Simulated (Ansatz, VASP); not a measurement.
# Two plane-wave programs on AlN

```
Al N
1.0
     0.00000    2.08224    2.08224
     2.08224    0.00000    2.08224
     2.08224    2.08224    0.00000
Al N
1 1
Cartesian
  0.0000 0.0000 0.0000
  3.1234 3.1234 3.1234
```

Alike in both runs: functional PBEsol; k mesh 10 × 10 × 10; no spin polarisation.

Ansatz relaxed the structure, and its values are those at the end. VASP's run is a single point on that final structure, the one shown.

|  | VASP | Ansatz |
| --- | --- | --- |
| version | VASP 6.6.1 | Ansatz 0.2.0 |
| potentials or method | VASP PAW PBE potentials, release 64 (Al, N) | scalar-relativistic, plane waves, PAW |
| plane-wave cutoff (eV) | 520 | 420 |
| occupations | gaussian, width 0.01 eV | fixed |
| valence electrons in the cell | 8 | 8 |

Ansatz gave:

* gap on the k mesh at the Fermi level (eV): 3.25
* least direct gap on the mesh (eV): 5.19

Question: What did VASP give for the same quantities?

Answer: gap on the k mesh at the Fermi level (eV): 3.24; least direct gap on the mesh (eV): 5.17.

 A k mesh can miss the band edges.
